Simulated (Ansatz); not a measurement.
**B: rattling a relaxed structure**

The cell was found from a structure generator's guess, not taken from experiment.

The calculation used DFT PBE, scalar-relativistic, plane waves, PAW in Ansatz 0.2.0. Plane waves to 420 eV, a k mesh through Γ of 18×18×18 on the computed 3-atom cell and Gaussian smearing (0.10 eV); no spin polarisation.

The cell below (3 atoms, space group R32 (No. 155)) is relaxed within its symmetry.

```
B
1.0
     2.49883    1.44270    1.20700
    -2.49883    1.44270    1.20700
     0.00000   -2.88540    1.20700
B
3
Direct
  0.00000 0.20275 0.79725
  0.79725 0.00000 0.20275
  0.20275 0.79725 0.00000
```

For the test a repeat of it with 6 atoms (edges 3.13, 3.13, 5.62 Å) was strained at random (σ = 1.5 % a component), the atoms were moved at random (σ = 0.15 Å), and all was relaxed again on a coarse 8×8×4 mesh (in the run’s order of axes) with 0.20 eV smearing, with no symmetry imposed.

**Question.** Is the structure stable against such a distortion?

**Answer.** It doesn't return. The energy falls by 331 meV/atom on that mesh, the volume changes by -17.6 %, and the end has space group C2/m (No. 12) at a loose tolerance. Relaxed again on a 14×14×8 mesh with 0.10 eV smearing, the new structure lies 331 meV/atom below the first (mesh in the axes of the run's cell; the cell below is made exact in the group named). Space group C2/m (No. 12), monoclinic, a = 3.542 Å, b = 4.644 Å, c = 5.265 Å, β = 96.5°. Around B on a site of symmetry m lie 3 B at 1.68–1.71 Å and 2 B at 1.84 Å; B on a site of symmetry 1 is surrounded by 6 B at 1.71–1.85 Å and 1 B at 1.97 Å.

```xyz
6
Lattice="1.7708 -2.3219 0.0000 1.7708 2.3219 0.0000 -0.5953 0.0000 5.2307" Properties=species:S:1:pos:R:3 pbc="T T T"
B     2.9213    0.0000    4.3903
B     1.0886   -0.9244    1.8028
B     1.8576    0.9244    3.4279
B     1.0886    0.9244    1.8028
B     0.0250    0.0000    0.8405
B     1.8576   -0.9244    3.4279
```
